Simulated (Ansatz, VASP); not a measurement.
# Zn: VASP beside Ansatz

```
Zn
1.0
     2.63391    0.00000    0.00000
    -1.31696    2.28104    0.00000
     0.00000    0.00000    4.89888
Zn
2
Cartesian
  1.3170 0.7603 3.6742
  0.0000 1.5207 1.2247
```

Change from the starting cell: volume scaled by 0.96.

Alike in both runs: task single point; functional LDA; k mesh 11 × 11 × 6; occupations fermi-dirac, width 0.05 eV; no spin polarisation.

```csv
,VASP,Ansatz
version,VASP 6.6.1,Ansatz 0.2.0
potentials or method,"VASP PAW LDA potentials, release 64 (Zn), cutoff 520 eV","all-electron LAPW, scalar-relativistic"
```

VASP gave:

* gap on the k mesh at the Fermi level (eV): none
* pressure (GPa): -6.1
* largest component of the traceless stress (GPa): 0.11

Problem. Which values does Ansatz return?

Solution. gap on the k mesh at the Fermi level (eV): none; pressure (GPa): -6.6; largest component of the traceless stress (GPa): 0.32.

A gap of «none» marks a metal or a gap that the smearing closes. Ansatz ran all-electron here, so the differences hold the error of VASP's frozen core and of both bases.
